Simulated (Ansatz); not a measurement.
# Bands, cutoff and cost in G0W0 for Te2Mo (2H monolayer)

Wanted: a G0W0 gap for Te2Mo (2H monolayer) that is converged in bands and cutoff, or an estimate of the limit.

Program: Ansatz 0.2.0. Level of theory: G0W0 on PBE, plane waves, PAW. Results are calculated unless marked as measured.

## Step 1: Starting point

The cell holds 3 atoms: 1 Mo and 2 Te. Its edges and angles: a = 3.555 Å, b = 3.555 Å, c = 30.400 Å, α = 90.0°, β = 90.0°, γ = 120.0°. Vacuum lies along c.

The structure was relaxed with PBE. The runs that relaxed it are not among those shown. Spin-orbit coupling is left out unless a step names it. The default PAW set here is soft_1. Its files were made with PBE. The Coulomb interaction is cut off across the vacuum.

## Step 2: 143 empty bands, screening to 33 eV

Now the one-shot GW correction: screening in the RPA, then the self-energy of the levels asked for.

Contents of input.yaml:

```yaml
crystal:
  lattice:
    - [3.5551949043, 0.0, 0.0]
    - [-1.7775974521, 3.0788891025, 0.0]
    - [0.0, 0.0, 30.4]
  atoms:
    - { symbol: Mo, position: [0.3333333333, 0.6666666667, 0.5] }
    - { symbol: Te, position: [0.6666666667, 0.3333333333, 0.5594649961] }
    - { symbol: Te, position: [0.6666666667, 0.3333333333, 0.4405350039] }
  periodic: [true, true, false]
kpoints:
  mp_grid: { grid: [9, 9, 1] }
hamiltonian:
  xc: pbe
  pseudopotentials: { kind: paw, azcp: { folder: "./paw" } }
scf:
  occupations: { method: fixed }
gw:
  n_empty_bands: 143
  ecut_chi: 33.0
  qp_bands: [v2, c2]
  qp_kpoints: band_edges
  screening: { model: contour_deformation }
```

Run with:

```bash
ansatz run input.yaml --threads 3 --pin off --max-ram 92160MiB --backend cuda --events-out ev --progress --plain --runs-dir out --devices 1 --max-vram 13GiB
```

Numbers of over 12 decimals in the logs are rounded to 6 here.

Log:

```text
GPUs: using 1 of 1 available (devices: 1).
Engine: ansatz 0.2.0, x86_64-unknown-linux-gnu
Pseudopotentials: kind: paw
Pseudopotential: Mo, paw, valence charge 14, recommended cutoff 420 eV (normal), <dir>
Pseudopotential: Te, paw, valence charge 16, recommended cutoff 420 eV (normal), <dir>
Functional definition: PBE
  parameter kappa = 0.804
  parameter beta = 0.066725
  exchange = pbe_x(kappa = kappa, mu = beta*pi^2/3)
  correlation = pbe_c(beta = beta)
device memory: the entry about to start is reckoned to put 1.8 GiB on a device that reports 35.0 GiB free (of which the cap on the GPU budget leaves the run 13.0 GiB)
GPU FFT provider: cuFFT
GPU libraries: cuBLAS 13.8.2, cuFFT 12.4.0, cuSOLVER 12.3.4
Crystal: 3 atoms, lattice volume = 332.760 Å³
Basis set: ecut = 420 eV, 6407 PW (Γ)
Bands: 28, of which v1, the nominal top of the filled ones, is band 23 counted from 1 (22 counted from 0)
Symmetry: 12 space group operations
Space group: P-6m2 (ITA 187), of the structure as read, at distance tolerance 6.9e-5 Å
k-points: 12 of 81 (time reversal used)
Non-local potential: Mo, projectors of the file, l = 0: 3, l = 1: 2, l = 2: 2, l = 3: 1
Non-local potential: Te, projectors of the file, l = 0: 2, l = 1: 2, l = 2: 2, l = 3: 1
PAW form: soft (Blöchl's): semilocal exchange-correlation on the pseudo side does not see the compensation charge
PAW one-centre angular grid: Mo, 590 points (default); XC on 64 Gauss nodes
PAW one-centre angular grid: Te, 590 points (default); XC on 64 Gauss nodes
Initial density: superposition of atomic densities (neutral atoms: chi_scale 0, normalization atom)
Initial wavefunctions: pseudopotential atomic-orbital guess
GPU buffer pool allocated for 124416 grid points (all kernels)
GPU transforms: local potential and band sums: pruned to the plane-wave sphere, on 24×24×216
Functional: x = pbe(κ = 0.804, μ = 0.219515), c = pbe(β = 0.066725)
SCF iter   1: F=—  HF=-18917.618155 eV  |F-HF|=—  |Δ(HF+E_count)|=         —  Δρ=2.40e-2  dr2=2.65e0  ethr=3.10e-3  ⟨swp⟩=7.3  Hψ=1737  notcnv=0  defer=34
preconditioner: auto → Resta (q_TF=auto, 1.962 Å⁻¹)  ε∞=2.3  [insulator: Δε(μ)=1.106 eV  Ē_g=7.588 eV  n_scr=18 (ndim 8)  ℏωp=8.6 eV  f_vac=0.739  ε∞_Penn≈2.3  vacuum switching on, ρ_ref=4.2e-3 e/Å³]
SCF iter   2: F=—  HF=-18917.313420 eV  |F-HF|=—  |Δ(HF+E_count)|=   3.05e-1  Δρ=1.58e-2  dr2=3.10e0  ethr=3.10e-3  ⟨swp⟩=4.0  Hψ=801  notcnv=0  defer=36
SCF iter   3: F=—  HF=-18917.021166 eV  |F-HF|=—  |Δ(HF+E_count)|=   2.92e-1  Δρ=9.53e-3  dr2=4.78e-1  ethr=3.10e-3  ⟨swp⟩=4.0  Hψ=627  notcnv=0  defer=35
SCF iter   4: F=—  HF=-18916.960223 eV  |F-HF|=—  |Δ(HF+E_count)|=   6.09e-2  Δρ=3.84e-3  dr2=5.78e-2  ethr=1.04e-3  ⟨swp⟩=2.6  Hψ=529  notcnv=0  defer=35
SCF iter   5: F=—  HF=-18916.956525 eV  |F-HF|=—  |Δ(HF+E_count)|=   3.70e-3  Δρ=6.71e-4  dr2=1.22e-3  ethr=1.26e-4  ⟨swp⟩=3.6  Hψ=661  notcnv=0  defer=36
SCF iter   6: F=—  HF=-18916.956331 eV  |F-HF|=—  |Δ(HF+E_count)|=   1.94e-4  Δρ=1.55e-4  dr2=5.17e-5  ethr=2.66e-6  ⟨swp⟩=4.0  Hψ=770  notcnv=0  defer=36
SCF iter   7: F=—  HF=-18916.956358 eV  |F-HF|=—  |Δ(HF+E_count)|=   2.71e-5  Δρ=4.49e-5  dr2=5.26e-6  ethr=1.12e-7  ⟨swp⟩=3.7  Hψ=749  notcnv=0  defer=36
SCF iter   8: F=—  HF=-18916.956360 eV  |F-HF|=—  |Δ(HF+E_count)|=   2.57e-6  Δρ=1.23e-5  dr2=6.63e-7  ethr=1.14e-8  ⟨swp⟩=3.8  Hψ=746  notcnv=0  defer=36
SCF iter   9: F=—  HF=-18916.956360 eV  |F-HF|=—  |Δ(HF+E_count)|=   5.56e-8  Δρ=7.25e-6  dr2=2.28e-7  ethr=2.17e-10  ⟨swp⟩=20.6  Hψ=2279  notcnv=0
SCF iter  10: F=-18916.956360 eV  HF=-18916.956360 eV  |F-HF|=3.16e-9  |Δ(HF+E_count)|=   4.59e-8  Δρ=1.14e-6  dr2=5.52e-9  ethr=2.17e-10  ⟨swp⟩=3.0  Hψ=707  notcnv=0
SCF 1 converged in 10 iterations: F = -18916.956360 eV  dr2 = 5.52e-9
  greatest PAW one-centre occupation: 0.999 electrons in one spin orbital (limit 2), on the Mo atom at site 0 (counted from 0), in its partial waves of l = 0
device memory: the entry about to start is reckoned to put 2.0 GiB (of the 2.1 GiB reckoned in all, the device holds 0.1 GiB already) on a device that reports 32.5 GiB free (of which the cap on the GPU budget leaves the run 12.9 GiB)
NSCF: frozen V_eff on 12 k-points, pencils in batches of 32, up to order 112
the band table was solved once the SCF had ended and its energy, with any forces and stress, was formed, with the checks that follow a solve (2171 applications of the Hamiltonian). They found nothing against the state; the energy, forces and stress were not computed again (output.eigenvalues in the input reference)
device memory: the entry about to start is reckoned to put 4.7 GiB on a device that reports 27.1 GiB free (of which the cap on the GPU budget leaves the run 13.0 GiB)
NSCF: frozen V_eff on 12 k-points
G₀W₀ screening: q 1/12
[... further progress lines ...]
device memory: the entry about to start is reckoned to put 0.9 GiB on a device that reports 25.7 GiB free (of which the cap on the GPU budget leaves the run 13.0 GiB)
NSCF: frozen V_eff on 1 k-points
SCF converged after 10 iterations
Free energy (F): -18916.956360 eV
Harris-Foulkes:  -18916.956360 eV  (|F-HF|=3.16e-9)
Internal energy: -18916.956360 eV  (E = F + TS)
E sigma→0 (E₀):  -18916.956360 eV
Fermi energy:    -4.868881 eV
--- Per-component energies (eV) ---
  E_band       = -1360.247450
  E_kinetic    = 766.192472
  E_local      = -104852.182056  (includes V_loc(G=0)·N_el)
  E_nonlocal   = 282.391581
  E_hartree    = 51910.076324
  E_xc         = -420.261286
  E_vxc        = -422.436075  (∫ρ·V_xc dr)
  E_paw        = -12556.112009  (= ΣΔE_a)
  E_vpaw       = -954.364854  (= ΣTr[D̂ρ^β])
  E_aug_tail   = 0.000227  (compensation charges beyond the density's cutoff)
  E_ewald      = 45952.938387
  E_smearing   = -0.000000  (= −TS)
  E_closure    = 0.000000  (closes the sum)
  Σ components = -18916.956360   (vs F -18916.956360, Δ=0.00e0)
--- Band table (eV; the first three rows and the last of 12) ---
  k-point 0: bands = [... 19 lower, -6.5066, -5.7402, -5.7402, -5.3187, -1.8281 (-1.8281°), -1.8281 (-1.8281°), -1.5576, -1.5576, ... 1 higher]
  k-point 1: bands = [... 19 lower, -6.3714, -5.9543, -5.6291, -5.3420, -2.4182, -2.3878, -1.8979, -1.6920, ... 1 higher]
  k-point 2: bands = [... 19 lower, -6.4162, -6.0075, -5.8920, -5.5504, -3.2746, -2.7392, -2.5721, -1.4512, ... 1 higher]
  k-point 11: bands = [... 19 lower, -7.7804, -7.7745, -6.5917, -4.8689, -3.7915, -2.9885, -2.3715, -0.8656, ... 1 higher]
  ° read free of the cell's end (the report's vacuum.weakly_bound_levels)
--- G₀W₀: contour deformation, 7 samples at zero and on the imaginary axis and 3 off it, 81 q-points, 143 empty bands' worth ---
  eigenvalues of the whole cell's RPA ε∞ on this k-mesh (on a slab, of 1 + 4πα/V) = 1.1998, 5.3016, 5.3016; static W/v taken at q = 0 is 0.395975
  bands read: the sum over 166 bands ends inside a degenerate multiplet in 1 slot, whose members it reads at an even weight; the widest, k=0: bands 166 to 167 (counted from 1) at 1/2 each
  gw.qp_kpoints: band_edges: 11 of 12 stored k-points solved, in 1 pass; an edge of the gap read off the rows below is read off those points alone
    valence top: of the k-points left out ik 2 came nearest to being solved in a further pass, in band 23 (counted from 1, as in the quasiparticle table): it holds the edge there only if its correction is more favourable than any solved in that band by at least 0.682 eV; those differ by 0.280 eV
    conduction bottom: of the k-points left out ik 2 came nearest to being solved in a further pass, in band 24 (counted from 1, as in the quasiparticle table): it holds the edge there only if its correction is more favourable than any solved in that band by at least 0.338 eV; those differ by 0.207 eV
  `?` marks the rows in doubt; gw_qp.tsv's column doubts and the gw_qp event give each row's grounds
    ik  band        ε_KS         Σx   Σc(E_QP)       V_xc       Z   E_QP_lin       E_QP  E_QP is
     0    22     -5.7402   -19.6408     1.4061   -18.7591  0.7058    -5.2243    -5.2159  root
     0    23     -5.3187   -17.8434     1.1472   -17.0509  0.6974    -4.9681    -4.9640  root
     0    24     -1.8281   -12.5437    -3.3632   -16.7718  0.6982    -0.9097    -0.9632  root
     0    25     -1.8281   -12.5437    -3.3632   -16.7718  0.6982    -0.9097    -0.9632  root
     1    22     -5.6291   -17.3063     1.5463   -15.9778  0.7207    -5.4129    -5.4112  root
     1    23     -5.3420   -18.0488     1.1535   -17.2721  0.6970    -4.9696    -4.9651  root
     1    24     -2.4182   -12.8121    -3.2734   -16.9825  0.7173    -1.4543    -1.5212  root
     1    25     -2.3878   -12.3021    -3.4339   -16.5387  0.6883    -1.5442    -1.5851  root
     3    22     -5.8106   -17.7269     1.3720   -16.6844  0.6881    -5.4855    -5.4810  root
     3    23     -5.5520   -17.9933     1.5538   -16.7532  0.7082    -5.2418    -5.2383  root
     3    24     -3.3985   -13.6800    -3.4913   -18.0725  0.6961    -2.4361    -2.4973  root
     3    25     -3.1471   -14.3071    -3.2479   -18.4773  0.6981    -2.1510    -2.2248  root
     4    22     -5.6591   -16.7405     1.2989   -15.6506  0.7026    -5.4517    -5.4500  root
     4    23     -5.2318   -16.9277     1.4716   -15.6657  0.7260    -5.0237    -5.0223  root
     4    24     -3.4403   -15.6293    -3.4251   -20.0738  0.6899    -2.3199    -2.4208  root ?
     4    25     -3.1978   -14.6657    -3.8819   -19.5064  0.6811    -2.1454    -2.2390  root
     5    22     -5.5276   -16.3062     1.6604   -14.7161  0.7293    -5.4575    -5.4572  root
     5    23     -5.4435   -18.4428     1.2294   -17.6260  0.6940    -5.0365    -5.0309  root
     5    24     -3.0814   -12.5134    -3.2588   -16.5842  0.7072    -2.2183    -2.2695  root
     5    25     -2.8758   -13.3475    -3.2899   -17.5897  0.7210    -1.8544    -1.9236  root
     6    22     -5.8197   -16.3987     1.8541   -14.5830  0.7226    -5.7813    -5.7812  root
     6    23     -5.4650   -18.8266     1.3550   -17.9109  0.6930    -5.0323    -5.0257  root
     6    24     -3.5288   -13.0082    -3.1422   -16.9949  0.7084    -2.6399    -2.6843  root
     6    25     -3.0519   -14.0768    -3.5157   -18.5066  0.6925    -2.0599    -2.1379  root
     7    22     -6.2728   -17.1399     2.0911   -15.1307  0.7049    -6.1911    -6.1908  root
[...]
7    25     -3.2248   -15.2626    -3.8261   -20.0904  0.6815    -2.1182    -2.2232  root ?
[...]
8    25     -3.0523   -14.9420    -3.9260   -19.8352  0.6782    -1.9807    -2.0851  root ?
[...]
9    25     -3.1999   -15.5152    -3.8837   -20.4108  0.6797    -2.0682    -2.1881  root ?
    10    22     -6.4497   -17.7028     2.2228   -15.6018  0.6958    -6.3285    -6.3278  root
    10    23     -5.0583   -18.0346     0.8178   -17.6570  0.6980    -4.6235    -4.6180  root
    10    24     -3.5506   -15.3192    -3.4122   -19.7185  0.6891    -2.4801    -2.5636  root
    10    25     -2.8114   -14.5529    -3.9081   -19.4011  0.6766    -1.7803    -1.8713  root
    11    22     -6.5917   -18.2949     2.3207   -16.1484  0.6858    -6.4191    -6.4174  root
    11    23     -4.8689   -18.2106     0.5911   -18.1092  0.6975    -4.3850    -4.3791  root
    11    24     -3.7915   -15.3758    -3.2120   -19.5789  0.6939    -2.7261    -2.8004  root
    11    25     -2.9885   -12.8840    -3.4047   -17.1974  0.7140    -2.0220    -2.0798  root
```

Elapsed: 39 s, on 1 × NVIDIA H100 80GB HBM3 (shared by 6 runs) with 3 threads of AMD EPYC 7R13 (Zen 3), shared host; peak memory 1.4 GiB; 25 s of CPU time.

This step gave:

| Property | Result |
| --- | --- |
| bands summed | 166 |
| plane waves in the screening matrix | 155 |
| q-points in the mesh | 81 |
| G0W0 gap on the mesh | 1.579 eV |
| k of the valence top | 0.3333, 0.3333, 0 |
| k of the conduction bottom | 0.3333, 0.3333, 0 |
| starting gap on the mesh | 1.077 eV |
| Z at the valence top | 0.6975 |
| Z at the conduction bottom | 0.6939 |
| least direct G0W0 gap on the computed points | 1.579 eV |

The gap on the mesh goes from 1.08 eV to 1.58 eV, a correction of +0.50 eV. Between the two edge states, bare exchange in place of the xc potential would open the gap by 4.30 eV, and correlation takes back 3.80 eV.

## Step 3: 405 empty bands, screening to 66 eV

Another rung: the empty bands reach about as high as the screening cutoff, so the two stay in balance.

Edit input.yaml of step 2 so:

```diff
@@ -18,4 +18,4 @@
 gw:
-  n_empty_bands: 143
-  ecut_chi: 33.0
+  n_empty_bands: 405
+  ecut_chi: 66.0
   qp_bands: [v2, c2]
```

Log:

```text
GPUs: using 1 of 1 available (devices: 1).
[...]
GPU FFT provider: cuFFT
GPU libraries: cuBLAS 13.8.2, cuFFT 12.4.0, cuSOLVER 12.3.4
Crystal: 3 atoms, lattice volume = 332.760 Å³
Basis set: ecut = 420 eV, 6407 PW (Γ)
Bands: 28, of which v1, the nominal top of the filled ones, is band 23 counted from 1 (22 counted from 0)
Symmetry: 12 space group operations
[...]
k-points: 12 of 81 (time reversal used)
[...]
GPU buffer pool allocated for 124416 grid points (all kernels)
[...]
SCF iter   1: F=—  HF=-18917.618155 eV  |F-HF|=—  |Δ(HF+E_count)|=         —  Δρ=2.40e-2  dr2=2.65e0  ethr=3.10e-3  ⟨swp⟩=7.3  Hψ=1737  notcnv=0  defer=34
[...]
SCF iter  10: F=-18916.956360 eV  HF=-18916.956360 eV  |F-HF|=3.16e-9  |Δ(HF+E_count)|=   4.59e-8  Δρ=1.14e-6  dr2=5.52e-9  ethr=2.17e-10  ⟨swp⟩=3.0  Hψ=707  notcnv=0
SCF 1 converged in 10 iterations: F = -18916.956360 eV  dr2 = 5.52e-9
[...]
NSCF: frozen V_eff on 12 k-points, pencils in batches of 32, up to order 112
[...]
NSCF: frozen V_eff on 12 k-points
G₀W₀ screening: q 1/12
[... further progress lines ...]
[...]
SCF converged after 10 iterations
Free energy (F): -18916.956360 eV
[...]
Internal energy: -18916.956360 eV  (E = F + TS)
E sigma→0 (E₀):  -18916.956360 eV
Fermi energy:    -4.868881 eV
[...]
--- Band table (eV; the first three rows and the last of 12) ---
  k-point 0: bands = [... 19 lower, -6.5066, -5.7402, -5.7402, -5.3187, -1.8281 (-1.8281°), -1.8281 (-1.8281°), -1.5576, -1.5576, ... 1 higher]
  k-point 1: bands = [... 19 lower, -6.3714, -5.9543, -5.6291, -5.3420, -2.4182, -2.3878, -1.8979, -1.6920, ... 1 higher]
  k-point 2: bands = [... 19 lower, -6.4162, -6.0075, -5.8920, -5.5504, -3.2746, -2.7392, -2.5721, -1.4512, ... 1 higher]
  k-point 11: bands = [... 19 lower, -7.7804, -7.7745, -6.5917, -4.8689, -3.7915, -2.9885, -2.3715, -0.8656, ... 1 higher]
  ° read free of the cell's end (the report's vacuum.weakly_bound_levels)
[...]
0    22     -5.7402   -19.6408     0.9975   -18.7591  0.6973    -5.6249    -5.6244  root
     0    23     -5.3187   -17.8434     0.8051   -17.0509  0.6889    -5.3062    -5.3062  root
     0    24     -1.8281   -12.5437    -3.7470   -16.7718  0.6892    -1.3300    -1.3470  root
     0    25     -1.8281   -12.5437    -3.7470   -16.7718  0.6892    -1.3300    -1.3470  root
     1    22     -5.6291   -17.3063     1.1768   -15.9778  0.7137    -5.7816    -5.7808  root
     1    23     -5.3420   -18.0488     0.8049   -17.2721  0.6884    -5.3138    -5.3137  root
     1    24     -2.4182   -12.8121    -3.6266   -16.9825  0.7092    -1.8579    -1.8744  root
     1    25     -2.3878   -12.3021    -3.7908   -16.5387  0.6789    -1.9254    -1.9422  root
[...]
11    22     -6.5917   -18.2949     1.9728   -16.1484  0.6801    -6.7673    -6.7653  root
    11    23     -4.8689   -18.2106     0.2211   -18.1092  0.6886    -4.7495    -4.7491  root
    11    24     -3.7915   -15.3758    -3.5637   -19.5789  0.6837    -3.1333    -3.1521  root
    11    25     -2.9885   -12.8840    -3.7223   -17.1974  0.7067    -2.3800    -2.3974  root
```

The job ended after 81 s (1 × NVIDIA H100 80GB HBM3 (shared by 6 runs) with 3 threads; peak memory 2.2 GiB).

Numbers from this step:

* bands summed: 428
* plane waves in the screening matrix: 419
* q-points in the mesh: 81
* G0W0 gap on the mesh: 1.597 eV
* k of the valence top: 0.3333, 0.3333, 0
* k of the conduction bottom: 0.3333, 0.3333, 0
* starting gap on the mesh: 1.077 eV
* Z at the valence top: 0.6886
* Z at the conduction bottom: 0.6837
* least direct G0W0 gap on the computed points: 1.597 eV

Against the run with 9×9×1 mesh, 143 empty bands, screening to 33 eV, the gap moves by +0.018 eV.

## Step 4: 871 empty bands, screening to 110 eV

Edit input.yaml of step 3 so:

```diff
@@ -17,5 +17,6 @@
   occupations: { method: fixed }
+  convergence: { dr2_threshold: 1.0e-10 }
 gw:
-  n_empty_bands: 405
-  ecut_chi: 66.0
+  n_empty_bands: 871
+  ecut_chi: 110.0
   qp_bands: [v2, c2]
```

Log:

```text
GPUs: using 1 of 1 available (devices: 1).
[...]
GPU FFT provider: cuFFT
GPU libraries: cuBLAS 13.8.2, cuFFT 12.4.0, cuSOLVER 12.3.4
Crystal: 3 atoms, lattice volume = 332.760 Å³
Basis set: ecut = 420 eV, 6407 PW (Γ)
Bands: 28, of which v1, the nominal top of the filled ones, is band 23 counted from 1 (22 counted from 0)
Symmetry: 12 space group operations
[...]
k-points: 12 of 81 (time reversal used)
[...]
1    25     -2.3878   -12.3021    -3.9923   -16.5387  0.6756    -2.1378    -2.1437  root
[...]
11    22     -6.5916   -18.2949     1.7711   -16.1484  0.6784    -6.9763    -6.9670  root
    11    23     -4.8688   -18.2106     0.0283   -18.1093  0.6845    -4.9421    -4.9419  root
    11    24     -3.7915   -15.3758    -3.7510   -19.5789  0.6783    -3.3310    -3.3393  root
    11    25     -2.9885   -12.8840    -3.8879   -17.1974  0.7043    -2.5549    -2.5629  root
[key lines of the parts left out:]
SCF converged after 11 iterations
Free energy (F): -18916.956360 eV
Fermi energy:    -4.868843 eV
```

The job ended after 2.5 min (1 × NVIDIA H100 80GB HBM3 (shared by 6 runs) with 3 threads; peak memory 4.2 GiB).

Numbers from this step:

| Quantity | Value |
| --- | --- |
| bands summed | 894 |
| plane waves in the screening matrix | 777 |
| G0W0 gap on the mesh | 1.603 eV |
| k of the valence top | 0.3333, 0.3333, 0 |
| k of the conduction bottom | 0.3333, 0.3333, 0 |
| starting gap on the mesh | 1.077 eV |
| least direct G0W0 gap on the computed points | 1.603 eV |

Against the run with 9×9×1 mesh, 405 empty bands, screening to 66 eV, the gap moves by +0.006 eV.

## Step 5: 1601 empty bands, screening to 165 eV

Edit input.yaml of step 4 so:

```diff
@@ -17,6 +17,5 @@
   occupations: { method: fixed }
-  convergence: { dr2_threshold: 1.0e-10 }
 gw:
-  n_empty_bands: 871
-  ecut_chi: 110.0
+  n_empty_bands: 1601
+  ecut_chi: 165.0
   qp_bands: [v2, c2]
```

Log:

```text
GPUs: using 1 of 1 available (devices: 1).
[...]
GPU FFT provider: cuFFT
GPU libraries: cuBLAS 13.8.2, cuFFT 12.4.0, cuSOLVER 12.3.4
Crystal: 3 atoms, lattice volume = 332.760 Å³
Basis set: ecut = 420 eV, 6407 PW (Γ)
Bands: 28, of which v1, the nominal top of the filled ones, is band 23 counted from 1 (22 counted from 0)
Symmetry: 12 space group operations
[...]
k-points: 12 of 81 (time reversal used)
[...]
1    25     -2.3878   -12.3021    -4.1068   -16.5387  0.6740    -2.2565    -2.2581  root
[...]
11    22     -6.5917   -18.2949     1.6596   -16.1484  0.6785    -7.0948    -7.0785  root
    11    23     -4.8689   -18.2106    -0.0794   -18.1092  0.6822    -5.0506    -5.0496  root
    11    24     -3.7915   -15.3758    -3.8602   -19.5789  0.6747    -3.4441    -3.4487  root
    11    25     -2.9885   -12.8840    -3.9851   -17.1974  0.7034    -2.6557    -2.6602  root
[key lines of the parts left out:]
SCF converged after 10 iterations
Free energy (F): -18916.956360 eV
Fermi energy:    -4.868881 eV
```

Run time: 6 min. Hardware: 1 × NVIDIA H100 80GB HBM3 (shared by 6 runs) with 3 threads; peak memory 9.7 GiB; 9.3 min of CPU time.

Numbers from this step:

```
bands summed                                 : 1624
plane waves in the screening matrix          : 1623
G0W0 gap on the mesh                         : 1.601 eV
k of the valence top                         : 0.3333, 0.3333, 0
k of the conduction bottom                   : 0.3333, 0.3333, 0
starting gap on the mesh                     : 1.077 eV
least direct G0W0 gap on the computed points : 1.601 eV
```

Against the run with 9×9×1 mesh, 871 empty bands, screening to 110 eV, the gap moves by −0.002 eV.

[end of part 1 of 2]

[Paths, hosts, dates, memory and timing lines, banners, echoed tables and standing remarks are left out of the program output.]

[Logs are printed without paths, hosts, clocks, repeated set-up lines and the standing remarks that a program may print on its own settings, such as how far it seeks lower states.]

[Runs of the session that timed out or met a known fault of the program may be left out.]

[Cells called generated may have been cut or substituted from an entry of the Crystallography Open Database or the Materials Project.]

[Hosts, paths, dates, database ids (printed as entryN), source tags and the programs' standing remarks are cut or masked in the printed files.]
